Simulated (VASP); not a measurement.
These are PBEsol GGA, VASP's PBE PAW potentials (set 64) (plane waves; VASP) values and carry that method's errors.

The input files of a VASP run:

### POSCAR
```
CaF2
1
    0.0000000000     2.7137071620     2.7137071620
    2.7137071620    -0.0000000000     2.7137071620
    2.7137071620     2.7137071620     0.0000000000
Ca F
1 2
Direct
  1.0000000000   0.0000000000   1.0000000000
  0.2500000000   0.2500000000   0.2500000000
  0.7500000000   0.7500000000   0.7500000000
```

**INCAR**
```
# general
SYSTEM = CaF2
PREC   = Accurate
ENCUT  = 520   # plane-wave cut-off (eV)
LREAL  = F   # projection in real space or not
LASPH  = T

# electronic loop
EDIFF  = 1E-6
NELM   = 100   # most electronic steps
ALGO   = Normal

# smearing
ISMEAR = 0
SIGMA  = 0.05   # width (eV)

# functional
GGA    = PS

# ions
IBRION = 2   # conjugate gradients
NSW    = 60   # most ionic steps
ISIF   = 3
EDIFFG = -0.02   # ionic stop

# output
LWAVE  = F
LCHARG = F
```

### KPOINTS
```
kpoints
0
G
6 6 6
0 0 0
```

POTCAR, in this order: Ca_sv F (PBE.64 set). Program: vasp_std.

The run wrote:

OUTCAR:
```
 ion  position               nearest neighbor table
   1  0.000  0.000  0.000-   3 2.35   3 2.35   3 2.35   2 2.35   2 2.35   2 2.35   3 2.35   2 2.35
  LATTYP: Found a face centered cubic cell.
 ALAT       =     5.4274143240
 Subroutine PRICEL returns:
 Original cell was already a primitive cell.
 Subroutine GETGRP returns: Found 48 space group operations
The static configuration has the point symmetry O_h .
The dynamic configuration has the point symmetry O_h .
 Subroutine INISYM returns: Found 48 space group operations
 Subroutine IBZKPT returns following result:
 Found     16 irreducible k-points:

 Following reciprocal coordinates:
            Coordinates               Weight
  0.000000  0.000000  0.000000      1.000000
  0.166667  0.000000  0.000000      8.000000
  0.333333  0.000000  0.000000      8.000000
  0.500000  0.000000  0.000000      4.000000
  0.166667  0.166667  0.000000      6.000000
  0.333333  0.166667  0.000000     24.000000
  0.500000  0.166667  0.000000     24.000000
 -0.333333  0.166667  0.000000     24.000000
 -0.166667  0.166667  0.000000     12.000000
  0.333333  0.333333  0.000000      6.000000
  0.500000  0.333333  0.000000     24.000000
 -0.333333  0.333333  0.000000     12.000000
  0.500000  0.500000  0.000000      3.000000
  0.500000  0.333333  0.166667     24.000000
 -0.333333  0.333333  0.166667     24.000000
 -0.333333  0.500000  0.166667     12.000000
   k-points           NKPTS =     16   k-points in BZ     NKDIM =     16   number of bands    NBANDS=     16
   number of dos      NEDOS =    301   number of ions     NIONS =      3
   total plane-waves  NPLWV =  27000
   dimension x,y,z NGX =    30 NGY =   30 NGZ =   30
   dimension x,y,z NGXF=    60 NGYF=   60 NGZF=   60
   ions per type =               1   2
   PREC   = accura    normal or accurate (medium, high low for compatibility)
   ISTART =      0    job   : 0-new  1-cont  2-samecut
   ICHARG =      2    charge: 1-file 2-atom 10-const
   ISPIN  =      1    spin polarized calculation?
   LNONCOLLINEAR =      F non collinear calculations
   LSORBIT =      F    spin-orbit coupling
   INIWAV =      1    electr: 0-lowe 1-rand  2-diag
   ENCUT  =  520.0 eV  38.22 Ry    6.18 a.u.   7.14  7.14  7.14*2*pi/ulx,y,z
   NELM   =    100;   NELMIN=  2; NELMDL= -5     # of ELM steps
   EDIFF  = 0.1E-05   stopping-criterion for ELM
   LREAL  =      F    real-space projection
   NLSPLINE    = F    spline interpolate recip. space projectors
   LMAXMIX     =    2 max onsite mixed and CHGCAR
   VOSKOWN=      0    Vosko Wilk Nusair interpolation
   EDIFFG = -.2E-01   stopping-criterion for IOM
   NSW    =     60    number of steps for IOM
   NBLOCK =      1;   KBLOCK =     60    inner block; outer block
   IBRION =      2    ionic relax: 0-MD 1-quasi-New 2-CG
   NFREE  =      1    steps in history (QN), initial steepest desc. (CG)
   ISIF   =      3    stress and relaxation
   ISYM   =      2    0-nonsym 1-usesym 2-fastsym
   TEIN   =    0.0    initial temperature
   TEBEG  =    0.0;   TEEND  =   0.0 temperature during run
   SMASS  =  -3.00    Nose mass-parameter (am)
   PSTRESS=    0.0 pullay stress
   NELECT =      24.0000    total number of electrons
   EFERMI =   0.00;   METHOD = LEGACY
   ISMEAR =     0;   SIGMA  =   0.05  broadening in eV -4-tet -1-fermi 0-gaus
   IALGO  =     38    algorithm
   LDIAG  =      T    sub-space diagonalisation (order eigenvalues)
   IMIX   =      4    mixing-type and parameters
     AMIX     =   0.40;   BMIX     =  1.00
     AMIX_MAG =   1.60;   BMIX_MAG =  1.00
     AMIN     =   0.10
   GGA     = PS    functional components
   VOSKOWN =     0    Vosko Wilk Nusair interpolation
   LHFCALC =     F    Hartree Fock is set to
   LHFONE  =     F    Hartree Fock one center treatment
...
```

OSZICAR:
```
       N       E                     dE             d eps       ncg     rms          rms(c)
DAV:   1     0.219430349926E+03    0.21943E+03   -0.14003E+04   512   0.154E+03
DAV:   2    -0.980393620052E+01   -0.22923E+03   -0.22642E+03   688   0.391E+02
DAV:   3    -0.186336206756E+02   -0.88297E+01   -0.88255E+01   528   0.873E+01
DAV:   4    -0.189810149820E+02   -0.34739E+00   -0.34731E+00   896   0.133E+01
DAV:   5    -0.189839339897E+02   -0.29190E-02   -0.29190E-02   528   0.129E+00    0.738E+00
DAV:   6    -0.178974914560E+02    0.10864E+01   -0.58326E+00   544   0.174E+01    0.307E+00
DAV:   7    -0.178873084523E+02    0.10183E-01   -0.15940E-01   656   0.374E+00    0.162E+00
DAV:   8    -0.178959113724E+02   -0.86029E-02   -0.27112E-02   672   0.212E+00    0.187E-01
DAV:   9    -0.178996104198E+02   -0.36990E-02   -0.74640E-03   648   0.671E-01    0.137E-01
DAV:  10    -0.179003596842E+02   -0.74926E-03   -0.14001E-03   608   0.289E-01    0.276E-02
DAV:  11    -0.179003610836E+02   -0.13994E-05   -0.90148E-05   656   0.824E-02    0.111E-02
DAV:  12    -0.179003673782E+02   -0.62946E-05   -0.16678E-05   648   0.346E-02    0.309E-03
DAV:  13    -0.179003675792E+02   -0.20101E-06   -0.31277E-06   624   0.139E-02
   1 F= -.17900368E+02 E0= -.17900368E+02  d E =-.179004E+02
```

### OUTCAR
```
------------------------ aborting loop because EDIFF is reached ----------------------------------------
  FORCE on cell =-STRESS in cart. coord.  units (eV):
  Direction    XX          YY          ZZ          XY          YZ          ZX
  --------------------------------------------------------------------------------------
  Total       -0.0027918     -0.0027918     -0.0027918      0.0000000     -0.0000000     -0.0000000
  in kB       -0.1119111     -0.1119111     -0.1119111      0.0000000     -0.0000000     -0.0000000
  external PRESSURE =      -0.1119111 kB  Pullay stress =       0.0000000 kB
  volume of cell :       39.97
      direct lattice vectors                 reciprocal lattice vectors
     0.000000000  2.713707162  2.713707162    -0.184249799  0.184249799  0.184249799
     2.713707162  0.000000000  2.713707162     0.184249799 -0.184249799  0.184249799
     2.713707162  2.713707162  0.000000000     0.184249799  0.184249799 -0.184249799
 POSITION                                       TOTAL-FORCE (eV/Angst)
 -----------------------------------------------------------------------------------
      0.00000      0.00000      0.00000        -0.000000      0.000000      0.000000
      1.35685      1.35685      1.35685         0.000000      0.000000      0.000000
      4.07056      4.07056      4.07056        -0.000000     -0.000000     -0.000000
 -----------------------------------------------------------------------------------
    total drift:                                0.000000     -0.000000      0.000000
  FREE ENERGIE OF THE ION-ELECTRON SYSTEM (eV)
  ---------------------------------------------------
  free  energy   TOTEN  =       -17.9003675792 eV

  energy  without entropy=      -17.9003675792  energy(sigma->0) =      -17.90036758

 reached required accuracy - stopping structural energy minimisation
```
(Selected blocks of OUTCAR.)

The compound is CaF2 in the fluorite structure. It was relaxed first. The start is the result of an earlier pass.
